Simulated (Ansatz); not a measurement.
# Mg13O12: the cost of one run

Program: Ansatz 0.2.0. Level of theory: DFT PBE, plane waves, PAW, scalar-relativistic, no spin polarisation. These are calculated values, not measurements.

## 1. The system as given

The cell holds 25 atoms (Mg13O12): a = 5.446 Å, b = 5.446 Å, c = 17.558 Å, α = 90.00°, β = 90.00°, γ = 60.00°.

Its coordinates follow in the input file.

## 2. Relaxing the start

Input file input.yaml:

```yaml
crystal:
  lattice:
    - [5.446136, 0.0, 0.0]
    - [2.723068, 4.716492, 0.0]
    - [0.0, 0.0, 17.55844]
  atoms:
    - { symbol: Mg, position: [0.0, 0.0, 0.0569527] }
    - { symbol: O, position: [0.3333333, 0.8333333, 0.1202663] }
    - { symbol: Mg, position: [0.0, 0.5, 0.0569527] }
    - { symbol: O, position: [0.3333333, 0.3333333, 0.1202663] }
    - { symbol: Mg, position: [0.5, 0.0, 0.0569527] }
    - { symbol: O, position: [0.8333333, 0.8333333, 0.1202663] }
    - { symbol: Mg, position: [0.5, 0.5, 0.0569527] }
    - { symbol: O, position: [0.8333333, 0.3333333, 0.1202663] }
    - { symbol: Mg, position: [0.6666667, 0.6666667, 0.1835799] }
    - { symbol: O, position: [0.0, 0.5, 0.2468935] }
    - { symbol: Mg, position: [0.6666667, 0.1666667, 0.1835799] }
    - { symbol: O, position: [1.0, 0.0, 0.2468935] }
    - { symbol: Mg, position: [0.1666667, 0.6666667, 0.1835799] }
    - { symbol: O, position: [0.5, 0.5, 0.2468935] }
    - { symbol: Mg, position: [0.1666667, 0.1666667, 0.1835799] }
    - { symbol: O, position: [0.5, 0.0, 0.2468935] }
    - { symbol: Mg, position: [0.3333333, 0.3333333, 0.310207] }
    - { symbol: O, position: [0.6666667, 0.1666667, 0.3735206] }
    - { symbol: Mg, position: [0.3333333, 0.8333333, 0.310207] }
    - { symbol: O, position: [0.6666667, 0.6666667, 0.3735206] }
    - { symbol: Mg, position: [0.8333333, 0.3333333, 0.310207] }
    - { symbol: O, position: [0.1666667, 0.1666667, 0.3735206] }
    - { symbol: Mg, position: [0.8333333, 0.8333333, 0.310207] }
    - { symbol: O, position: [0.1666667, 0.6666667, 0.3735206] }
    - { symbol: Mg, position: [0.630431, 0.6005651, 0.4908431] }
basis:
  ecutwfc: 420.0
kpoints:
  mp_grid: { grid: [2, 2, 1] }
hamiltonian:
  xc: pbe
  pseudopotentials: { kind: paw, azcp: { folder: soft_1 } }
scf:
  occupations: { method: fermi_dirac, width: 0.05 }
  lower_state_search: "off"
relax:
  f_tol: 0.08
  max_steps: 25
  adjacent_minimum: "off"
  constraints: [{ sites: [0, 1, 2, 3, 4, 5, 6, 7] }]
```

Run with:

```sh
ansatz run input.yaml --threads 2 --pin off --max-ram 5120MiB --backend cpu --events-out ev --progress --plain --runs-dir out
```

What time and memory should one allow on 2 threads of Arm Neoverse V1, shared host?

About 66 s, with a peak of 0.91 GiB.
